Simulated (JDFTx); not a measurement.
Here is a JDFTx 1.7.0 (patched build) calculation.

Contents of TiB2.in:

```
lattice \
    5.7243583767    -2.8621791884     0.0000000000 \
    0.0000000000     4.9574397745     0.0000000000 \
    0.0000000000     0.0000000000     6.1007918207
coords-type Lattice
ion Ti     0.0000000000     0.0000000000     0.0000000000 1
ion B      0.6666666667     0.3333333333     0.5000000000 1
ion B      0.3333333333     0.6666666667     0.5000000000 1

ion-species pseudo/Ti.upf
ion-species pseudo/B.upf
elec-cutoff 42 336
elec-ex-corr gga-PBE
van-der-waals D3BJ
kpoint-folding 10 10 8
elec-smearing Fermi 0.0018374661
elec-n-bands 15
electronic-SCF nIterations 100 energyDiffThreshold 1e-09
electronic-minimize nIterations 30 energyDiffThreshold 1e-7
forces-output-coords Cartesian
lattice-minimize nIterations 40 energyDiffThreshold 1e-6

dump-name run.$VAR
dump End Ecomponents EigStats BandEigs Kpoints Forces Stress
```

Potentials or basis: PseudoDojo-SR-PBE-0.5-standard with smoothed tails.

The run is started by

```sh
$ jdftx -c 1 -i TiB2.in -o TiB2.out
```

Problem. What does it give for the relaxed cell?

Solution. a = 3.002 Å, b = 3.002 Å, c = 3.186 Å, α = 90.00°, β = 90.00°, γ = 120.00°.

Problem. Estimate the Loewdin charges.

Solution. Ti +0.86; B -0.41 e.

Problem. Estimate the space group after relaxing (to 0.05 Å).

Solution. P6/mmm (No. 191).

Final structure:
```
Ti B
1.0
     3.00186    0.00000    0.00000
    -1.50093    2.59969    0.00000
     0.00000    0.00000    3.18572
Ti B
1 2
Cartesian
  0.0000 0.0000 0.0000
  1.5009 0.8666 1.5929
  0.0000 1.7331 1.5929
```
